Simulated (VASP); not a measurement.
Write the native input for VASP 6.6.1 that does the following.

| Property | Result |
| --- | --- |
| Task | single point |
| Functional | PBE |
| Potentials or basis | VASP PAW PBE potentials, release 64 (Ir) |
| Cutoff | 520 eV |
| k mesh | 9 × 9 × 4 |
| Occupations | gaussian, width 0.1 eV |
| Spin | no spin polarisation |
| Dipole correction | no |
| Further INCAR settings | ALGO = Normal; EDIFF = 1e-06; NBANDS = 16 |

The structure of Ir lies in POSCAR:

```
Ir
1.0
    2.7513778946      0.0000000000      0.0000000000
   -1.3756889473      2.3827631521      0.0000000000
    0.0000000000      0.0000000000      4.4622900000
Ir
2
Direct
    0.6666666700      0.3333333300      0.7500000000
    0.3333333300      0.6666666700      0.2500000000
```

This isn't the form of Ir at room conditions, which is fcc.

One way to write it, as run:

INCAR

```
SYSTEM = Ir
ALGO     = Normal         ! electronic algorithm
EDIFF    = 1E-6           ! SCF threshold, eV
ENCUT    = 520            ! plane-wave cutoff, eV
GGA      = PE             ! functional
ISIF     = 2              ! what is computed and relaxed
ISMEAR   = 0              ! smearing method
LASPH    = .True.         ! aspherical terms in the spheres
LCHARG   = .False.        ! write CHGCAR
LREAL    = .False.        ! projectors in reciprocal space
LWAVE    = .False.        ! write WAVECAR
NBANDS   = 16             ! bands
NELM     = 100            ! most SCF steps
PREC     = Accurate       ! precision mode
SIGMA    = 0.1            ! smearing width, eV
```

KPOINTS

```
k-points
0
Gamma
  9 9 4
  0 0 0
```

Potentials or basis: VASP PAW PBE potentials, release 64 (Ir).

Run with:

```sh
$ cat potpaw_PBE.64/Ir/POTCAR > POTCAR
$ mpirun -np 1 vasp_std > vasp.out
```

Results of the run:

```
Pressure               : -1.5 GPa
Band gap on the k mesh : none (metal or under the smearing width)
```

It took 9.7 s on 1 thread of Intel(R) Xeon(R) Platinum 8488C (Sapphire Rapids), on a shared host, peak memory 0.14 GiB.
